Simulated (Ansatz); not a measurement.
TiTe2:

```xyz
3
Lattice="3.7770 0.0000 0.0000 -1.8885 3.2710 0.0000 0.0000 0.0000 6.4980" Properties=species:S:1:pos:R:3 pbc="T T T"
Te    0.0000    2.1807    4.7903
Te    1.8885    1.0903    1.7077
Ti    0.0000    0.0000    0.0000
```

| Quantity | Value |
| --- | --- |
| Program | Ansatz 0.2.0 |
| Task | relaxation of cell and atoms |
| Functional | SVWN5 |
| Potentials or basis | Ansatz PAW |
| Cutoff | 420 eV (not typed: the program's choice for these potentials) |
| k mesh | 8 × 8 × 4 |
| Occupations | fermi-dirac, width 0.05 eV |
| Spin | no spin polarisation |

At the start: volume 26.76 Å³/atom.

Task: How do energy, volume and symmetry change on relaxing?

Result: It ends after 6 steps and the volume is 24.57 Å³/atom (-8.2 %); space group P-3m1 (No. 164, to 0.05 Å).

The path:
```tsv
step	energy change (eV)	largest force (eV/Å)	volume (Å³)
1	0.0000	0.3151	80.28
2	-0.0399	0.1622	69.71
3	-0.0773	0.0380	74.72
4	-0.0794	0.0265	73.84
5	-0.0795	0.0023	73.72
6	-0.0781	0.0023	73.72
```

Final structure:
```yaml
crystal:
  lattice:
    - [3.67310, 0.00000, 0.00000]
    - [-1.83655, 3.18100, 0.00000]
    - [0.00000, 0.00000, 6.30937]
  atoms:
    - { symbol: Te, position: [0.33333, 0.66667, 0.73048] }
    - { symbol: Te, position: [0.66667, 0.33333, 0.26952] }
    - { symbol: Ti, position: [0.00000, 0.00000, 0.00000] }
```

Caveat: the plane-wave basis is chosen anew once the cell has moved, so the energies of steps on either side of that aren't comparable; the PAW data sets come from PBE, with cores solved anew for the run's functional, which leaves a small shift of forces and pressure.
